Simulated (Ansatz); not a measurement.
A 2-atom cell of GaP started from a crystallographic database, 2 atoms and 18 valence electrons in a cell of about 40 Å³, was run 9 times in the plane-wave code Ansatz, each time on 2 threads of Arm Neoverse V2, with other jobs on the host.

| run | k mesh | irreducible k | cutoff (eV) | plane waves | bands | SCF iterations | wall time | peak host memory (GiB) |
| --- | --- | --- | --- | --- | --- | --- | --- | --- |
| G0W0, PBE, 65 empty bands, 80 eV | 4×4×4 | 8 | 420 | 749 | 13 | 6 | 4.3 s | 0.29 |
| G0W0, PBE, 152 empty bands, 140 eV | 4×4×4 | 8 | 420 | 749 | 13 | 6 | ? | ? |
| G0W0, PBE, 279 empty bands, 210 eV | 4×4×4 | 8 | 420 | 749 | 13 | 6 | 66 s | 0.47 |
| G0W0, HSE06, 152 empty bands, 140 eV | 4×4×4 | 8 | 420 | 749 | 13 | 12 | 41 s | 0.56 |
| G0W0, LDA, 152 empty bands, 140 eV | 4×4×4 | 8 | 420 | 749 | 13 | 6 | 16 s | 0.4 |
| G0W0, r2SCAN, 152 empty bands, 140 eV | 4×4×4 | 8 | 500 | 965 | 13 | 6 | ? | ? |
| G0W0, PBE, 152 empty bands, 140 eV, plasmon pole | 4×4×4 | 8 | 420 | 749 | 13 | 6 | ? | ? |
| G0W0, PBE, 65 empty bands, 80 eV | 6×6×6 | 16 | 420 | 749 | 13 | 7 | ? | ? |
| G0W0, PBE, 152 empty bands, 140 eV, norm-conserving | 4×4×4 | 8 | 1088 | 3287 | 13 | 8 | 34 s | 0.53 |

Q: What time and memory did the runs marked ? need?

A:
```json
{"run": "G0W0, PBE, 152 empty bands, 140 eV", "wall time": "16 s", "peak host memory (GiB)": "0.39"}
{"run": "G0W0, PBE, 65 empty bands, 80 eV", "wall time": "21 s", "peak host memory (GiB)": "0.3"}
{"run": "G0W0, PBE, 152 empty bands, 140 eV, plasmon pole", "wall time": "14 s", "peak host memory (GiB)": "0.4"}
{"run": "G0W0, r2SCAN, 152 empty bands, 140 eV", "wall time": "19 s", "peak host memory (GiB)": "0.49"}
```

With a shallow d shell on the cation, G0W0 converges slowly in bands and cutoff, so these values are in doubt.
